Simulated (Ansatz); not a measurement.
# Cu (Fm-3m) in Ansatz: a series of runs

Aim: see how the results for Cu move with the level of theory and the settings. Levels: r2SCAN, r2SCAN+D3(BJ). Tasks: relaxation of cell and atoms.

Program: Ansatz 0.2.0. These are calculated values, not measurements. Logs are shortened: lines on timing, memory, paths and dates and some standing lists are left out, and cuts for length are marked.

### 1 The crystal as given

It takes space group Fm-3m (No. 225, cubic). Conventional cell: a = 3.615 Å, b = 3.615 Å, c = 3.615 Å, α = 90.00°, β = 90.00°, γ = 90.00°. Cu (site symmetry m-3m) is surrounded by 12 Cu at 2.56 Å.

### 2 Relaxation of cell and atoms, r2SCAN

File input.yaml:

```yaml
crystal:
  lattice:
    - [0.0, 1.8075, 1.8075]
    - [1.8075, 0.0, 1.8075]
    - [1.8075, 1.8075, 0.0]
  atoms:
    - { symbol: Cu, position: [0.0, 0.0, 0.0] }
hamiltonian:
  xc: r2scan
  pseudopotentials: { kind: paw }
kpoints:
  mp_grid: { grid: [13, 13, 13] }
scf:
  occupations: { method: fermi_dirac, width: 0.05 }
output:
  forces: true
  stress: true
  eigenvalues: true
relax:
  f_tol: 0.01
  max_steps: 40
  cell: { stress_tol: 0.05 }
```

Potentials or basis: Ansatz PAW.

Command:

```
ansatz run input.yaml --threads 2 --pin off --max-ram 5632MiB --backend cpu --events-out ev --progress --plain --runs-dir out
```

What it wrote:

```text
Warning: RAYON_NUM_THREADS=2 ignored (pool sized by the plan → 2); use --threads N
Engine: ansatz 0.2.0, x86_64-unknown-linux-gnu
Pseudopotentials: kind: paw
Pseudopotential: Cu, paw, valence charge 19, recommended cutoff 500 eV (meta_gga), Cu.paw.azcp
Functional definition: r2SCAN
  parameter k0 = 0.174
  parameter k1 = 0.065
  parameter a1 = 4.9479
  exchange = r2scan_x(k0 = k0, k1 = k1, a1 = a1)
  correlation = r2scan_c
Crystal: 1 atoms, lattice volume = 11.810 Å³
Basis set: ecut = 500 eV, 307 PW (Γ), exchange–correlation on 80×80×80 points (64 copies of the dense FFT grid, shifted against one another)
Bands: 14, of which v1, the nominal top of the filled ones, is band 10 counted from 1 (9 counted from 0)
Symmetry: 48 space group operations
Space group: Fm-3m (ITA 225), of the structure as read, at distance tolerance 2.3e-5 Å
k-points: 84 of 2197
Non-local potential: Cu, projectors of the file, l = 0: 3, l = 1: 2, l = 2: 3, l = 3: 1
PAW form: soft (Blöchl's): semilocal exchange-correlation on the pseudo side does not see the compensation charge
PAW frozen core: Cu, regenerated for the run's functional (the file was generated under x = pbe(κ = 0.804, μ = 0.2195149727645171), c = pbe(β = 0.06672455060314922))
PAW one-centre angular grid: Cu, 590 points (default); XC on 160 Gauss nodes
Initial density: superposition of atomic densities (neutral atoms: chi_scale 0, normalization atom), corrected by the library's trained network
Initial wavefunctions: pseudopotential atomic-orbital guess
Functional: x = r2scan, c = r2scan; τ floored in thin density (d = 2e-4 eV/Å³)
SCF iter   1: F=—  HF=-6631.252438 eV  |F-HF|=—  |Δ(HF+E_count)|=         —  Δρ=3.96e-2  dr2=1.02e-1  dr2_τ=8.38e-4  ethr=1.77e-3  ⟨swp⟩=5.7  Hψ=5933  notcnv=0
preconditioner: auto → none  [insulator: Δε(μ)=0.250 eV  Ē_g=17.943 eV  σ=0.050 eV  W_gap=0.65  n_scr=0 (ndim 8)  ℏωp=35.8 eV  f_vac=0.000  D(μ)=0.33/eV (n_scr^D=0)  ε∞_Penn≈5.0]
SCF iter   2: F=—  HF=-6631.264778 eV  |F-HF|=—  |Δ(HF+E_count)|=   1.23e-2  Δρ=3.94e-2  dr2=9.90e-2  dr2_τ=1.07e-3  ethr=5.35e-4  ⟨swp⟩=2.9  Hψ=2784  notcnv=0  defer=22
SCF iter   3: F=—  HF=-6631.234222 eV  |F-HF|=—  |Δ(HF+E_count)|=   3.06e-2  Δρ=3.45e-3  dr2=8.09e-4  dr2_τ=6.08e-6  ethr=5.21e-4  ⟨swp⟩=2.2  Hψ=2032  notcnv=0  defer=22
SCF iter   4: F=—  HF=-6631.234157 eV  |F-HF|=—  |Δ(HF+E_count)|=   6.57e-5  Δρ=5.27e-4  dr2=2.50e-5  dr2_τ=7.31e-7  ethr=4.26e-6  ⟨swp⟩=1.7  Hψ=1506  notcnv=0  defer=22
SCF iter   5: F=—  HF=-6631.234163 eV  |F-HF|=—  |Δ(HF+E_count)|=   6.19e-6  Δρ=1.36e-4  dr2=1.31e-6  dr2_τ=2.43e-8  ethr=1.32e-7  ⟨swp⟩=2.4  Hψ=1594  notcnv=0  defer=22
SCF iter   6: F=-6631.234166 eV  HF=-6631.234166 eV  |F-HF|=6.66e-8  |Δ(HF+E_count)|=   3.16e-6  Δρ=3.07e-5  dr2=6.95e-8  dr2_τ=5.58e-10  ethr=5.26e-10  ⟨swp⟩=7.1  Hψ=5624  notcnv=0
SCF 1 converged in 6 iterations: F = -6631.234166 eV  dr2 = 6.95e-8
relax step   1: F+E_penalty+E_count = -6631.23416600 eV  Δ(F+E_penalty+E_count) = +0.000e0 eV  max|allowed force component| = 0.000e0 eV/Å  Δτ_max = 0.0000 Å  P = -4.912 GPa  Ω = 11.810 Å³  (6 SCF iters, dr2 threshold 1.00e-7 eV, accepted)
Crystal: 1 atoms, lattice volume = 11.612 Å³
Basis set: ecut = 500 eV, 283 PW (Γ), exchange–correlation on 80×80×80 points (64 copies of the dense FFT grid, shifted against one another)
Initial density: handed on by an earlier stage of this run
Initial wavefunctions: those handed on with the density
iter 1 solved again at ethr=2.45e-5 eV; its pass at ethr=3.10e-3 eV (dr2=4.66e-3 eV) is discarded
SCF iter   1: F=—  HF=-6631.234681 eV  |F-HF|=—  |Δ(HF+E_count)|=         —  Δρ=7.98e-3  dr2=4.53e-3  dr2_τ=3.16e-3  ethr=2.45e-5  ⟨swp⟩=1.0  Hψ=7094  notcnv=0
preconditioner: auto → none  [insulator: Δε(μ)=0.205 eV  Ē_g=17.919 eV  σ=0.050 eV  W_gap=0.57  n_scr=0 (ndim 8)  ℏωp=36.1 eV  f_vac=0.000  D(μ)=0.33/eV (n_scr^D=0)  ε∞_Penn≈5.1]
SCF iter   2: F=—  HF=-6631.240803 eV  |F-HF|=—  |Δ(HF+E_count)|=   6.12e-3  Δρ=1.07e-2  dr2=7.00e-3  dr2_τ=4.87e-5  ethr=2.38e-5  ⟨swp⟩=2.4  Hψ=2177  notcnv=0
SCF iter   3: F=—  HF=-6631.238996 eV  |F-HF|=—  |Δ(HF+E_count)|=   1.81e-3  Δρ=3.25e-3  dr2=5.75e-4  dr2_τ=7.02e-6  ethr=2.38e-5  ⟨swp⟩=2.1  Hψ=1922  notcnv=0
SCF iter   4: F=—  HF=-6631.238843 eV  |F-HF|=—  |Δ(HF+E_count)|=   1.53e-4  Δρ=1.13e-4  dr2=7.68e-7  dr2_τ=3.43e-8  ethr=3.03e-6  ⟨swp⟩=2.0  Hψ=1662  notcnv=0
SCF iter   5: F=—  HF=-6631.238848 eV  |F-HF|=—  |Δ(HF+E_count)|=   4.51e-6  Δρ=3.70e-4  dr2=8.01e-6  dr2_τ=1.52e-8  ethr=5.26e-10  ⟨swp⟩=6.6  Hψ=6313  notcnv=0
SCF iter   6: F=—  HF=-6631.238847 eV  |F-HF|=—  |Δ(HF+E_count)|=   7.23e-7  Δρ=1.26e-4  dr2=9.87e-7  dr2_τ=2.78e-9  ethr=4.04e-9  ⟨swp⟩=2.0  Hψ=1683  notcnv=0
SCF iter   7: F=-6631.238847 eV  HF=-6631.238847 eV  |F-HF|=3.70e-9  |Δ(HF+E_count)|=   1.72e-7  Δρ=8.62e-6  dr2=4.99e-9  dr2_τ=4.23e-11  ethr=5.26e-10  ⟨swp⟩=2.8  Hψ=4201  notcnv=0
SCF 2 converged in 7 iterations: F = -6631.238847 eV  dr2 = 4.99e-9
relax step   2: F+E_penalty+E_count = -6631.23884684 eV  Δ(F+E_penalty+E_count) = -4.681e-3 eV  max|allowed force component| = 0.000e0 eV/Å  Δτ_max = 0.0000 Å  P = -2.452 GPa  Ω = 11.612 Å³  energy of the carried Pulay correction = +1.037e-4 eV  (7 SCF iters, dr2 threshold 1.00e-7 eV, accepted)
Crystal: 1 atoms, lattice volume = 11.421 Å³
iter 1 solved again at ethr=2.28e-5 eV; its pass at ethr=3.10e-3 eV (dr2=4.33e-3 eV) is discarded
SCF iter   1: F=—  HF=-6631.236323 eV  |F-HF|=—  |Δ(HF+E_count)|=         —  Δρ=7.78e-3  dr2=4.22e-3  dr2_τ=3.06e-3  ethr=2.28e-5  ⟨swp⟩=1.0  Hψ=7074  notcnv=0
preconditioner: auto → none  [insulator: Δε(μ)=0.205 eV  Ē_g=18.126 eV  σ=0.050 eV  W_gap=0.58  n_scr=0 (ndim 8)  ℏωp=36.4 eV  f_vac=0.000  D(μ)=0.33/eV (n_scr^D=0)  ε∞_Penn≈5.0]
SCF iter   2: F=—  HF=-6631.242130 eV  |F-HF|=—  |Δ(HF+E_count)|=   5.81e-3  Δρ=1.03e-2  dr2=6.35e-3  dr2_τ=4.57e-5  ethr=2.22e-5  ⟨swp⟩=2.2  Hψ=2137  notcnv=0
SCF iter   3: F=—  HF=-6631.240467 eV  |F-HF|=—  |Δ(HF+E_count)|=   1.66e-3  Δρ=3.06e-3  dr2=4.96e-4  dr2_τ=5.91e-6  ethr=2.22e-5  ⟨swp⟩=2.1  Hψ=1922  notcnv=0
SCF iter   4: F=—  HF=-6631.240333 eV  |F-HF|=—  |Δ(HF+E_count)|=   1.34e-4  Δρ=1.13e-4  dr2=8.16e-7  dr2_τ=3.33e-8  ethr=2.61e-6  ⟨swp⟩=2.0  Hψ=1645  notcnv=0
SCF iter   5: F=—  HF=-6631.240334 eV  |F-HF|=—  |Δ(HF+E_count)|=   1.34e-6  Δρ=3.93e-4  dr2=8.90e-6  dr2_τ=1.68e-8  ethr=5.26e-10  ⟨swp⟩=6.6  Hψ=6276  notcnv=0
SCF iter   6: F=—  HF=-6631.240333 eV  |F-HF|=—  |Δ(HF+E_count)|=   9.67e-7  Δρ=1.26e-4  dr2=9.72e-7  dr2_τ=2.73e-9  ethr=4.30e-9  ⟨swp⟩=2.0  Hψ=1986  notcnv=0
SCF iter   7: F=-6631.240333 eV  HF=-6631.240333 eV  |F-HF|=3.16e-9  |Δ(HF+E_count)|=   1.73e-7  Δρ=8.13e-6  dr2=4.20e-9  dr2_τ=2.54e-11  ethr=5.26e-10  ⟨swp⟩=2.8  Hψ=4202  notcnv=0
SCF 3 converged in 7 iterations: F = -6631.240333 eV  dr2 = 4.20e-9
relax step   3: F+E_penalty+E_count = -6631.24033292 eV  Δ(F+E_penalty+E_count) = -1.486e-3 eV  max|allowed force component| = 0.000e0 eV/Å  Δτ_max = 0.0000 Å  P = +0.173 GPa  Ω = 11.421 Å³  energy of the carried Pulay correction = +2.053e-4 eV  (7 SCF iters, dr2 threshold 1.00e-7 eV, accepted)
Crystal: 1 atoms, lattice volume = 11.434 Å³
iter 1 solved again at ethr=1.04e-7 eV; its pass at ethr=3.10e-3 eV (dr2=1.98e-5 eV) is discarded
SCF iter   1: F=—  HF=-6631.240316 eV  |F-HF|=—  |Δ(HF+E_count)|=         —  Δρ=5.27e-4  dr2=1.94e-5  dr2_τ=1.32e-5  ethr=1.04e-7  ⟨swp⟩=1.0  Hψ=6751  notcnv=0
preconditioner: auto → none  [insulator: Δε(μ)=0.215 eV  Ē_g=18.137 eV  σ=0.050 eV  W_gap=0.59  n_scr=0 (ndim 8)  ℏωp=36.4 eV  f_vac=0.000  D(μ)=0.33/eV (n_scr^D=0)  ε∞_Penn≈5.0]
SCF iter   2: F=—  HF=-6631.240341 eV  |F-HF|=—  |Δ(HF+E_count)|=   2.52e-5  Δρ=7.07e-4  dr2=2.97e-5  dr2_τ=2.15e-7  ethr=1.02e-7  ⟨swp⟩=2.4  Hψ=1825  notcnv=0
SCF iter   3: F=—  HF=-6631.240333 eV  |F-HF|=—  |Δ(HF+E_count)|=   7.69e-6  Δρ=2.13e-4  dr2=2.43e-6  dr2_τ=2.95e-8  ethr=1.02e-7  ⟨swp⟩=2.5  Hψ=1603  notcnv=0
SCF iter   4: F=-6631.240333 eV  HF=-6631.240333 eV  |F-HF|=1.23e-8  |Δ(HF+E_count)|=   6.50e-7  Δρ=7.73e-6  dr2=2.58e-9  dr2_τ=1.47e-10  ethr=3.94e-10  ⟨swp⟩=3.2  Hψ=4793  notcnv=0
SCF 4 converged in 4 iterations: F = -6631.240333 eV  dr2 = 2.58e-9
relax step   4: F+E_penalty+E_count = -6631.24033272 eV  Δ(F+E_penalty+E_count) = +1.981e-7 eV  max|allowed force component| = 0.000e0 eV/Å  Δτ_max = 0.0000 Å  P = -0.005 GPa  Ω = 11.434 Å³  energy of the carried Pulay correction = +1.987e-4 eV  (4 SCF iters, dr2 threshold 7.49e-8 eV, accepted)
Initial wavefunctions: pseudopotential atomic-orbital guess (no wavefunctions were taken with the density)
iter 1 solved again at ethr=4.10e-10 eV; its pass at ethr=3.10e-3 eV (dr2=7.80e-8 eV) is discarded
SCF iter   1: F=—  HF=-6631.240160 eV  |F-HF|=—  |Δ(HF+E_count)|=         —  Δρ=6.45e-5  dr2=1.42e-7  dr2_τ=2.02e-7  ethr=4.10e-10  ⟨swp⟩=3.9  Hψ=9985  notcnv=0
preconditioner: auto → none  [insulator: Δε(μ)=0.214 eV  Ē_g=18.136 eV  σ=0.050 eV  W_gap=0.59  n_scr=0 (ndim 8)  ℏωp=36.4 eV  f_vac=0.000  D(μ)=0.33/eV (n_scr^D=0)  ε∞_Penn≈5.0]
SCF iter   2: F=—  HF=-6631.240160 eV  |F-HF|=—  |Δ(HF+E_count)|=   2.95e-7  Δρ=8.19e-5  dr2=3.66e-7  dr2_τ=1.56e-8  ethr=4.10e-10  ⟨swp⟩=2.0  Hψ=1983  notcnv=0
SCF iter   3: F=—  HF=-6631.240160 eV  |F-HF|=—  |Δ(HF+E_count)|=   2.49e-7  Δρ=9.82e-5  dr2=6.03e-7  dr2_τ=5.77e-9  ethr=4.10e-10  ⟨swp⟩=2.0  Hψ=1988  notcnv=0
SCF iter   4: F=—  HF=-6631.240160 eV  |F-HF|=—  |Δ(HF+E_count)|=   1.90e-7  Δρ=2.46e-6  dr2=1.92e-10  dr2_τ=3.34e-11  ethr=4.10e-10  ⟨swp⟩=2.0  Hψ=1983  notcnv=0
SCF iter   5: F=-6631.240160 eV  HF=-6631.240160 eV  |F-HF|=3.00e-11  |Δ(HF+E_count)|=  5.38e-10  Δρ=4.73e-7  dr2=7.85e-12  dr2_τ=2.26e-12  ethr=1.00e-12  ⟨swp⟩=3.8  Hψ=5254  notcnv=0
SCF 5 converged in 5 iterations: F = -6631.240160 eV  dr2 = 7.85e-12
relax step   5: F+E_penalty+E_count = -6631.24015986 eV  Δ(F+E_penalty+E_count) = +1.729e-4 eV  max|allowed force component| = 0.000e0 eV/Å  Δτ_max = 0.0000 Å  P = -0.031 GPa  Ω = 11.434 Å³  stress off target by 3.12e-2 GPa  SCF on the basis re-selected at this cell (its energy is not comparable with the rows above)  (5 SCF iters)
basis re-selected at this cell: Δ(F+E_penalty+E_count) = +1.729e-4 eV, ΔP = -0.026 GPa vs the last step (what re-selecting the basis moved, of the pressure what is left beyond the Pulay correction that the steps carried, after the strain that the cell walked since its last selection, with what the two solves' SCF thresholds leave and, on support functions, any second-order correction that the steps lacked; it is no measure of the basis error at this ecutwfc). This SCF's stress stands 3.12e-2 GPa from its target on what of the cell is left free (relax.cell.stress_tol is 5.00e-2 GPa) and its largest allowed force component is 0.00e0 eV/Å (relax.f_tol is 1.00e-2 eV/Å): within both
SCF converged after 5 iterations
Free energy (F): -6631.240160 eV
Harris-Foulkes:  -6631.240160 eV  (|F-HF|=3.00e-11)
Internal energy: -6631.237449 eV  (E = F + TS)
E sigma→0 (E₀):  -6631.238804 eV
Entropy (-TS):   -0.002711 eV (-2.711 meV/atom)
Fermi energy:    17.455179 eV
--- Per-component energies (eV) ---
  E_band       = -374.685020
  E_kinetic    = 300.020614
  E_local      = -4000.873223  (includes V_loc(G=0)·N_el)
  E_nonlocal   = 395.275072
  E_hartree    = 1768.873903
  E_xc         = -83.946800
  E_vxc        = -124.896055  (∫ρ·V_xc dr)
  E_paw        = -1678.033854  (= ΣΔE_a)
  E_vpaw       = -490.952883  (= ΣTr[D̂ρ^β])
  E_aug_tail   = 0.000154  (compensation charges beyond the density's cutoff)
  E_vtau       = 8.993558  (kinetic-family band-sum trace: ∫τ·v_τ [+ j·A + Jᵃ·Aᵃ] dr)
  E_ewald      = -3332.252207
  E_core_change = -0.301108  (= ΣΔE_core)
  E_smearing   = -0.002711  (= −TS)
  E_closure    = 0.000000  (closes the sum)
  Σ components = -6631.240160   (vs F -6631.240160, Δ=0.00e0)
--- Forces (eV/Å), atoms counted from 1 ---
  atom   1  Cu     0.00000000    -0.00000000    -0.00000000
  max |Σ_I F_I| component: 1.34e-32 eV/Å
--- Stress (GPa, compression-positive) ---
       -0.031176      -0.000000       0.000000
       -0.000000      -0.031176      -0.000000
        0.000000      -0.000000      -0.031176
  P = ⅓ Tr σ = -0.0312 GPa (-0.312 kbar)
--- Band table (eV; the first three rows and the last of 84) ---
  k-point 0: bands = ["-99.2610", "-55.0139", "-55.0139", "-55.0139", "7.2766", "14.0486", "14.0486", "14.0486", "14.9124", "14.9124", "40.9187", "44.0183", "44.0183", "44.0183"]
  k-point 1: bands = ["-99.2601", "-55.0211", "-55.0149", "-55.0149", "7.5061", "13.9985", "14.0914", "14.0914", "14.8960", "14.8960", "39.5366", "42.0924", "43.3560", "43.3560"]
  k-point 2: bands = ["-99.2575", "-55.0410", "-55.0179", "-55.0179", "8.1787", "13.8756", "14.1830", "14.1830", "14.8813", "14.8813", "35.5827", "41.5505", "42.3841", "42.3841"]
  k-point 83: bands = ["-99.2396", "-55.1021", "-55.0919", "-55.0604", "12.8037", "13.3354", "13.5958", "14.8823", "15.6679", "22.4474", "24.5176", "26.5708", "27.3745", "45.9466"]
--- Relaxed structure (4 steps of the walk, 4 accepted, 1 SCFs on fresh bases) ---
  F+E_penalty+E_count = -6631.24015986 eV   max|allowed force component| = 0.000e0 eV/Å   (the final SCF, on the basis selected at the relaxed cell)
  cell:  # Å, volume = 11.4338 Å³
    - [4.653507739417925e-34, 1.7880819595003026, 1.7880819595003026]
    - [1.7880819595003026, 4.844584190651511e-34, 1.7880819595003026]
    - [1.7880819595003026, 1.7880819595003026, -9.553822561679232e-35]
  atoms:
    - { symbol: Cu, position: [0.0, 0.0, 0.0] }
```

It took 3.5 s on 2 threads of Intel Xeon 6975P-C (Granite Rapids), shared host; peak memory 0.38 GiB.

What came out:

```
Free energy                            : -6631.2402 eV
Relaxed volume                         : 11.43 Å³/atom
Relaxed cell                           : a = 2.529 Å, b = 2.529 Å, c = 2.529 Å, α = 60.00°, β = 60.00°, γ = 60.00°
Space group after relaxing (to 0.05 Å) : Fm-3m (No. 225)
Energy gained by relaxing              : 6.0 meV/atom
Ionic steps                            : 5
Pressure after relaxing                : 0.0 GPa
Band gap on the k mesh                 : none (metal or under the smearing width)
```

The path:
```
step  energy change (eV)  largest force (eV/Å)  volume (Å³)
   1              0.0000                0.0000        11.81
   2             -0.0047                0.0000        11.61
   3             -0.0062                0.0000        11.42
   4             -0.0062                0.0000        11.43
   5             -0.0060                0.0000        11.43
```

Final structure:
```
Cu
1.0
     0.00000    1.78808    1.78808
     1.78808    0.00000    1.78808
     1.78808    1.78808    0.00000
Cu
1
Direct
  0.00000 0.00000 0.00000
```

Levels at points of the mesh, in eV from the Fermi level:
```
           k point  band 7  band 8  band 9  band 10  band 11  band 12  band 13  band 14
(0.00, 0.00, 0.00)   -3.41   -3.41   -2.54    -2.54    23.46    26.56    26.56    26.56
```

Caveat: the plane-wave basis is chosen anew once the cell has moved, so the energies of steps on either side of that aren't comparable; the PAW data sets come from PBE, with cores solved anew for the run's functional, which leaves a small shift of forces and pressure.

### 3 Relaxation of cell and atoms, r2SCAN+D3(BJ)

input.yaml, as its differences from that of step 2:

```diff
@@ -10,2 +10,3 @@
   pseudopotentials: { kind: paw }
+  dispersion: d3bj
 kpoints:
```

Potentials or basis: Ansatz PAW.

Command:

```
ansatz run input.yaml --threads 2 --pin off --max-ram 5632MiB --backend cpu --events-out ev --progress --plain --runs-dir out
```

What it wrote:

```text
Warning: the engine holds no damping parameters fitted to this dispersion correction and functional, so the run takes those fitted to r2scan beside the three-body term, which d3bj leaves out (hamiltonian.dispersion, under Limitations)
Warning: RAYON_NUM_THREADS=2 ignored (pool sized by the plan → 2); use --threads N
[... 9 set-up lines as earlier in the session ...]
Crystal: 1 atoms, lattice volume = 11.810 Å³
Basis set: ecut = 500 eV, 307 PW (Γ), exchange–correlation on 80×80×80 points (64 copies of the dense FFT grid, shifted against one another)
Bands: 14, of which v1, the nominal top of the filled ones, is band 10 counted from 1 (9 counted from 0)
[... 2 set-up lines as earlier in the session ...]
k-points: 84 of 2197
[... 7 set-up lines as earlier in the session ...]
[... 85 lines left out ...]
--- Per-component energies (eV) ---
  E_band       = -365.663093
  E_kinetic    = 300.353042
  E_local      = -3955.445494  (includes V_loc(G=0)·N_el)
  E_nonlocal   = 395.053013
  E_hartree    = 1750.513556
  E_xc         = -84.183195
  E_vxc        = -125.259489  (∫ρ·V_xc dr)
  E_paw        = -1677.753475  (= ΣΔE_a)
  E_vpaw       = -490.416086  (= ΣTr[D̂ρ^β])
  E_aug_tail   = 0.000159  (compensation charges beyond the density's cutoff)
  E_vtau       = 9.024768  (kinetic-family band-sum trace: ∫τ·v_τ [+ j·A + Jᵃ·Aᵃ] dr)
  E_ewald      = -3359.470434
  E_disp       = -0.290731  (pairwise vdW)
  E_core_change = -0.301108  (= ΣΔE_core)
  E_smearing   = -0.002717  (= −TS)
  E_closure    = 0.000000  (closes the sum)
  Σ components = -6631.527383   (vs F -6631.527383, Δ=0.00e0)
--- Forces (eV/Å), atoms counted from 1 ---
  atom   1  Cu    -0.00000000     0.00000000    -0.00000000
  max |Σ_I F_I| component: 1.64e-31 eV/Å
--- Stress (GPa, compression-positive) ---
       -0.000523       0.000000       0.000000
        0.000000      -0.000523      -0.000000
        0.000000      -0.000000      -0.000523
  P = ⅓ Tr σ = -0.0005 GPa (-0.005 kbar)
--- Band table (eV; the first three rows and the last of 84) ---
  k-point 0: bands = ["-98.7784", "-54.5241", "-54.5241", "-54.5241", "7.6237", "14.5146", "14.5146", "14.5146", "15.4129", "15.4129", "41.6689", "44.9613", "44.9613", "44.9613"]
  k-point 1: bands = ["-98.7773", "-54.5320", "-54.5253", "-54.5253", "7.8573", "14.4623", "14.5591", "14.5591", "15.3957", "15.3957", "40.3449", "42.9480", "44.2975", "44.2975"]
  k-point 2: bands = ["-98.7744", "-54.5540", "-54.5285", "-54.5285", "8.5414", "14.3340", "14.6540", "14.6540", "15.3801", "15.3801", "36.3969", "42.3518", "43.3219", "43.3219"]
  k-point 83: bands = ["-98.7543", "-54.6211", "-54.6098", "-54.5752", "13.2173", "13.7723", "14.0423", "15.3800", "16.1966", "23.0805", "25.1780", "27.2558", "28.1560", "46.8672"]
--- Relaxed structure (5 steps of the walk, 5 accepted, 2 SCFs on fresh bases) ---
  F+E_penalty+E_count = -6631.52738274 eV   max|allowed force component| = 0.000e0 eV/Å   (the final SCF, on the basis selected at the relaxed cell)
  cell:  # Å, volume = 11.1582 Å³
    - [-6.22279772309452e-34, 1.7735950273895287, 1.7735950273895287]
    - [1.7735950273895287, 2.4074886349864203e-34, 1.7735950273895287]
    - [1.7735950273895287, 1.7735950273895287, 7.643058049343398e-35]
  atoms:
    - { symbol: Cu, position: [0.0, 0.0, 0.0] }
```

Wall time 4.3 s (2 threads of Intel Xeon 6975P-C (Granite Rapids), shared host); peak memory 0.38 GiB.

Results:

- Free energy: -6631.5274 eV
- Relaxed volume: 11.16 Å³/atom
- Relaxed cell: a = 2.508 Å, b = 2.508 Å, c = 2.508 Å, α = 60.00°, β = 60.00°, γ = 60.00°
- Space group after relaxing (to 0.05 Å): Fm-3m (No. 225)
- Energy gained by relaxing: 18.7 meV/atom
- Ionic steps: 7
- Pressure after relaxing: 0.0 GPa
- Band gap on the k mesh: none (metal or under the smearing width)

Step by step:
| step | energy change (eV) | largest force (eV/Å) | volume (Å³) |
| --- | --- | --- | --- |
| 1 | 0.0000 | 0.0000 | 11.81 |
| 2 | -0.0145 | 0.0000 | 11.46 |
| 3 | -0.0189 | 0.0000 | 11.12 |
| 4 | -0.0190 | 0.0000 | 11.16 |
| 5 | -0.0187 | 0.0000 | 11.16 |
| 6 | -0.0187 | 0.0000 | 11.16 |
| 7 | -0.0187 | 0.0000 | 11.16 |

Final structure:
```cif
data_structure
_symmetry_space_group_name_H-M 'P 1'
_symmetry_Int_Tables_number 1
_cell_length_a 2.5082
_cell_length_b 2.5082
_cell_length_c 2.5082
_cell_angle_alpha 60.000
_cell_angle_beta 60.000
_cell_angle_gamma 60.000
_cell_volume 11.16
loop_
_atom_site_label
_atom_site_type_symbol
_atom_site_fract_x
_atom_site_fract_y
_atom_site_fract_z
_atom_site_occupancy
Cu1 Cu 0.00000 0.00000 0.00000 1
```

Caveat: the plane-wave basis is chosen anew once the cell has moved, so the energies of steps on either side of that aren't comparable; pairwise dispersion overbinds metals, which lowers pressure and volume; the PAW data sets come from PBE, with cores solved anew for the run's functional, which leaves a small shift of forces and pressure; the dispersion damping was fitted for another functional or another form of the correction.
